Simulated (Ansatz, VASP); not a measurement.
# Two plane-wave programs on KF

```
K F
1.0
     0.00000    2.65896    2.65896
     2.65896    0.00000    2.65896
     2.65896    2.65896    0.00000
K F
1 1
Direct
  0.00000 0.00000 0.00000
  0.50000 0.50000 0.50000
```

The cell was built by a generator and needn't be a form met in nature.

Alike in both runs: task single point; functional r2SCAN; k mesh 6 × 6 × 6; no spin polarisation.

```csv
,VASP,Ansatz
version,VASP 6.6.1,Ansatz 0.2.0
potentials or method,"VASP PAW PBE potentials, release 64 (K_sv, F)","plane waves, PAW"
plane-wave cutoff (eV),520,500
occupations,"gaussian, width 0.01 eV",fixed
valence electrons in the cell,16,16
```

|  | VASP | Ansatz | Ansatz less VASP |
| --- | --- | --- | --- |
| gap on the k mesh at the Fermi level (eV) | 6.91 | 6.91 | +0.001 |
| pressure (GPa) | 0.0 | 0.0 | +0.04 |

Caveats: the PAW data sets were made with another functional, which shifts forces and pressure a little (VASP). r2SCAN opens gaps a little over a GGA but as a rule still falls short of measured ones.
